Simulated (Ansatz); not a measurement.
Starting cell, CaF2 (fluorite):

```
CELL_PARAMETERS angstrom
      0.00000     5.51096     5.51096
      2.75548     0.00000     2.75548
      2.75548     2.75548     0.00000
ATOMIC_POSITIONS crystal
  Ca 0.00000 0.00000 0.00000
  Ca 0.50000 0.00000 0.00000
  F  0.12500 0.25000 0.25000
  F  0.62500 0.25000 0.25000
  F  0.37500 0.75000 0.75000
  F  0.87500 0.75000 0.75000
```

A phonon eigenvector at L = (0.5, 0.0, 0.0) is frozen into this cell: atom i moves by Q times the vector below, so Q is the largest atomic displacement, in Å. The cell is held. It is one choice among 2 degenerate patterns. (q is in reciprocal vectors of the primitive cell; the cell shown is doubled to hold the pattern.)

| atom | x | y | z |
|---|---|---|---|
| F3 | 0.285 | -0.520 | 0.805 |
| F4 | -0.285 | 0.520 | -0.805 |
| F5 | 0.285 | -0.520 | 0.805 |
| F6 | -0.285 | 0.520 | -0.805 |

Atoms not listed stay in place.

Level of theory: PBE (plane waves to 420 eV, PAW, scalar-relativistic; Ansatz, an electronic-structure program). k mesh 5×10×10 (Γ-centred), Fermi-Dirac smearing 0.05 eV. E stands for the smeared free energy. CaF2 was relaxed with its symmetry unable to fall. The zero of ΔE is the undisplaced structure.

Problem. Estimate the ΔE (eV/cell) and −dE/dQ from forces (eV/Å) for Q (Å) = -0.083, -0.050, -0.033, 0.033, 0.067.

Solution. 
```tsv
Q (Å)	ΔE (eV/cell)	−dE/dQ from forces (eV/Å)
-0.083	0.0656	1.583
-0.050	0.0235	0.943
-0.033	0.0104	0.627
0.033	0.0104	-0.627
0.067	0.0419	-1.262
```

(For displaced atoms, the force is minus the slope of the energy, and its curvature is a force constant, which sets phonon frequencies.)
